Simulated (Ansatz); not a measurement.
# HfO2: the cost of one run

Method: DFT, PBEsol, plane-wave PAW, default files, scalar-relativistic, frozen cores, in Ansatz 0.2.0.

**1. The starting structure**

The structure is cubic, space group Fm-3m (No. 225). The conventional cell has a = 5.115 Å, b = 5.115 Å, c = 5.115 Å, α = 90.00°, β = 90.00°, γ = 90.00°. Around Hf (site symmetry m-3m) lie 8 O at 2.21 Å. Around O (site symmetry -43m) lie 4 Hf at 2.21 Å.

Structure file:

```
CELL_PARAMETERS angstrom
0.00000 2.55750 2.55750
2.55750 0.00000 2.55750
2.55750 2.55750 0.00000
ATOMIC_POSITIONS crystal
Hf 0.00000 0.00000 0.00000
O 0.25000 0.25000 0.25000
O 0.75000 0.75000 0.75000
```

The earlier run gave: gap on the mesh 3.72 eV, largest force 0.000 eV/Å, pressure -2.5 GPa.

Site by site (atoms counted from 1):

```tsv
site	atoms	first shell	V_zz (10²¹ V/m²)	η	C_Q (MHz)
Hf	1	8 O at 2.21 Å	0.00	–	0 (¹⁷⁷Hf)
O	2, 3	4 Hf at 2.21 Å	0.00	–	0 (¹⁷O)
```

C_Q = eQV_zz/h, which is 24.18 MHz for Q = 1 b and V_zz = 10²¹ V/m²; η = (V_xx − V_yy)/V_zz. Quadrupole moments are those of Pyykkö's year-2017 table.

**2. Functional PBEsol at the relaxed positions**

input.yaml

```yaml
crystal:
  lattice:
    - [0.0, 2.5575, 2.5575]
    - [2.5575, 0.0, 2.5575]
    - [2.5575, 2.5575, 0.0]
  atoms:
    - { symbol: Hf, position: [0.0, 0.0, 0.0] }
    - { symbol: O, position: [0.25, 0.25, 0.25] }
    - { symbol: O, position: [0.75, 0.75, 0.75] }
kpoints:
  mp_grid: { grid: [10, 10, 10] }
scf:
  occupations: { method: fermi_dirac, width: 0.02 }
hamiltonian:
  xc: pbesol
  pseudopotentials: { kind: paw, frozen_core: stored }
output:
  forces: true
  stress: true
  populations: true
  efg: { quadrupole_moments_barn: { Hf: 3.365, O: -0.02558 } }
```

The run is started by

```sh
> ansatz run input.yaml --threads 1 --pin off --max-ram 3072MiB --backend cpu --events-out ev --progress --plain --runs-dir out
```

**Question.** How long does this run take on 1 thread of Intel Xeon at 2.50GHz (Skylake/Cascade Lake), shared host, and how much memory does it need?

About 7.2 s, with a peak of 0.35 GiB.
